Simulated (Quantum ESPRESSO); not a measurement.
A calculation with Quantum ESPRESSO 7.5 of PbO (native input, structure typed inline):

The input pw.in:

```
&CONTROL
  calculation = 'scf'
  prefix = 'pwscf'
  outdir = './tmp'
  pseudo_dir = './pseudo'
  tprnfor = .true.
  tstress = .true.
  disk_io = 'low'
/
&SYSTEM
  ibrav = 0
  celldm(1) = 8
  nat = 8
  ntyp = 2
  ecutwfc = 55
  ecutrho = 440
  nbnd = 52
  occupations = 'smearing'
  smearing = 'fd'
  degauss = 0.00367493
/
&ELECTRONS
  conv_thr = 1.6d-09
  electron_maxstep = 120
  mixing_beta = 0.5
/
ATOMIC_SPECIES
Pb   207.2000 Pb.pbe-dn-kjpaw_psl.0.2.2.UPF
O     15.9990 O.pbe-n-kjpaw_psl.0.1.UPF
CELL_PARAMETERS alat
  1.3880038385376   0.0000000000000   0.0000000000000
  0.0000000000000   1.2935175323063   0.0000000000000
  0.0000000000000   0.0000000000000   1.1203713761375
ATOMIC_POSITIONS crystal
Pb     0.7690000000    0.5140000000    0.2500000000
Pb     0.2310000000    0.4860000000    0.7500000000
Pb     0.7690000000    0.9860000000    0.7500000000
Pb     0.2310000000    0.0140000000    0.2500000000
O      0.1320000000    0.5820000000    0.2500000000
O      0.8680000000    0.4180000000    0.7500000000
O      0.1320000000    0.9180000000    0.7500000000
O      0.8680000000    0.0820000000    0.2500000000
K_POINTS automatic
5 5 6 0 0 0
```

The input pp_density.in:

```
&INPUTPP
  prefix = 'pwscf'
  outdir = './tmp'
  filplot = 'density.dat'
  plot_num = 0
/
&PLOT
  nfile = 1
  filepp(1) = 'density.dat'
  iflag = 3
  output_format = 6
  fileout = 'density.cube'
/
```

pp_potential.in

```
&INPUTPP
  prefix = 'pwscf'
  outdir = './tmp'
  filplot = 'potential.dat'
  plot_num = 11
/
&PLOT
  nfile = 1
  filepp(1) = 'potential.dat'
  iflag = 3
  output_format = 6
  fileout = 'potential.cube'
/
```

Potentials or basis: SSSP 1.3 efficiency PBE.

The run is started by

```sh
$ OMP_NUM_THREADS=1 mpirun -n 2 pw.x -nk 2 -in pw.in > pw.out
$ OMP_NUM_THREADS=1 mpirun -n 1 pp.x -in pp_density.in > pp_density.out
$ OMP_NUM_THREADS=1 mpirun -n 1 pp.x -in pp_potential.in > pp_potential.out
```

**Question.** Write the same calculation in another form: ASE script, structure from a POSCAR.

**Answer.** As run:

Contents of run.py:

```python
import numpy as np
from ase.calculators.espresso import Espresso, EspressoProfile
from ase.io import read

atoms = read('POSCAR')

input_data = {
    'control': {'calculation': 'scf', 'prefix': 'pwscf', 'outdir': './tmp', 'tprnfor': True, 'tstress': True, 'disk_io': 'nowf'},
    'system': {'ecutwfc': 55.0, 'ecutrho': 440.0, 'nbnd': 52, 'occupations': 'smearing', 'smearing': 'fd', 'degauss': 0.00367493},
    'electrons': {'conv_thr': 1.6e-09, 'electron_maxstep': 120, 'mixing_beta': 0.5},
}
pseudopotentials = {'O': 'O.pbe-n-kjpaw_psl.0.1.UPF', 'Pb': 'Pb.pbe-dn-kjpaw_psl.0.2.2.UPF'}
profile = EspressoProfile(command='mpirun -n 2 pw.x -nk 2', pseudo_dir='pseudo')
dft = Espresso(profile=profile, input_data=input_data, pseudopotentials=pseudopotentials, kpts=(5, 5, 6), koffset=(0, 0, 0))
atoms.calc = dft

print(f'energy {atoms.get_potential_energy():.8f} eV')
print('forces (eV/A)')
print(np.round(atoms.get_forces(), 6))
print('stress (eV/A^3, Voigt)')
print(np.round(atoms.get_stress(), 8))
print(f'Fermi level {dft.get_fermi_level():.4f} eV')
```

Contents of POSCAR:

```
PbO
1.0
    5.8760000000      0.0000000000      0.0000000000
    0.0000000000      5.4760000000      0.0000000000
    0.0000000000      0.0000000000      4.7430000000
Pb O
4 4
Direct
    0.7690000000      0.5140000000      0.2500000000
    0.2310000000      0.4860000000      0.7500000000
    0.7690000000      0.9860000000      0.7500000000
    0.2310000000      0.0140000000      0.2500000000
    0.1320000000      0.5820000000      0.2500000000
    0.8680000000      0.4180000000      0.7500000000
    0.1320000000      0.9180000000      0.7500000000
    0.8680000000      0.0820000000      0.2500000000
```

Potentials or basis: SSSP 1.3 efficiency PBE.

Launch:

```bash
$ OMP_NUM_THREADS=1 python run.py
```

Both were run:

|  | native input, structure typed inline | ASE script, structure from a POSCAR |
| --- | --- | --- |
| Pressure | 2.7 GPa | 2.7 GPa |
| Largest force | 0.964 eV/Å | 0.964 eV/Å |
| Band gap on the k mesh | 1.96 eV, indirect (least direct gap 2.14 eV) | 1.96 eV, indirect (least direct gap 2.14 eV) |

Keys that steer only the numerical path or the files written may differ.

Caveat: spin-orbit coupling is left out, which as a rule narrows the gap of such compounds by several tenths of an eV; an odd mesh through Γ misses points on the zone boundary, where band edges often lie; the cell's inner coordinates are idealised or old, which leaves forces on the atoms.
